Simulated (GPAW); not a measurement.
Write an ASE script for GPAW 26.7.0 that does the following.

```yaml
Task: single point
Functional: PBEsol
Potentials_or_basis: PAW data sets generated in the run's folder for this functional
Cutoff: 600 eV
Basis: pw
k_mesh: 6 × 6 × 4
Occupations: fermi-dirac, width 0.05 eV
Spin: no spin polarisation
Maxiter: 150
```

Crystal: Sb.

```
Sb
1.0
     4.52770    0.00000    0.00000
     0.00000    4.42110    0.00000
    -1.32052    0.00000    6.36435
Sb
4
Cartesian
  0.6296 1.0916 4.3855
  3.2453 3.3105 4.8404
  0.0370 1.1169 1.4953
  2.5279 3.3210 1.9708
```

This isn't the form of Sb at room conditions, which is rhombohedral.

The cell isn't the ideal one: atoms moved at random, drawn with an rms of 0.05 Å.

The input as run:

run.py

```python
from ase import Atoms
from ase.dft.bandgap import bandgap
from ase.io import write
from ase.units import GPa
from gpaw import GPAW, PW, setup_paths

setup_paths.insert(0, '.')

atoms = Atoms(['Sb', 'Sb', 'Sb', 'Sb'],
              cell=[[4.5277, 0.0, 0.0],
                    [0.0, 4.4211, 0.0],
                    [-1.320519, 0.0, 6.364348]],
              scaled_positions=[[0.34003, 0.246898, 0.689066],
                                [0.938574, 0.748798, 0.760549],
                                [0.076693, 0.252626, 0.234957],
                                [0.648624, 0.751172, 0.309656]],
              pbc=True)

calc = GPAW(mode=PW(600),
            xc='PBEsol',
            kpts={'size': (6, 6, 4), 'gamma': True},
            occupations={'name': 'fermi-dirac', 'width': 0.05},
            nbands=46,
            convergence={'density': 1e-05, 'energy': 1e-05},
            maxiter=150,
            txt='gpaw.txt')
atoms.calc = calc
energy = atoms.get_potential_energy()
forces = atoms.get_forces()
stress = atoms.get_stress()
calc.write('gs.gpw')
write('result.traj', atoms)
print(f'Energy: {energy:.6f} eV')
print('Forces (eV/A):')
print(forces.round(4))
print('Stress (GPa):', (stress / GPa).round(3))
print('Fermi level:', round(calc.get_fermi_level(), 4), 'eV')
print(f'Gap: {bandgap(calc)[0]:.4f} eV, direct: {bandgap(calc, direct=True)[0]:.4f} eV')
```

Potentials or basis: PAW data sets generated in the run's folder for this functional, pw.

The run is started by

```console
$ gpaw-setup -f PBEsol Sb
$ OMP_NUM_THREADS=1 python run.py
```

It gave:

```json
{
 "Pressure": "-3.2 GPa",
 "Largest force": "0.347 eV/Å",
 "Band gap on the k mesh": "none (metal or under the smearing width)"
}
```

It took 4.5 min on 1 thread of Arm Neoverse V2, with other jobs on the host, peak memory 0.46 GiB.
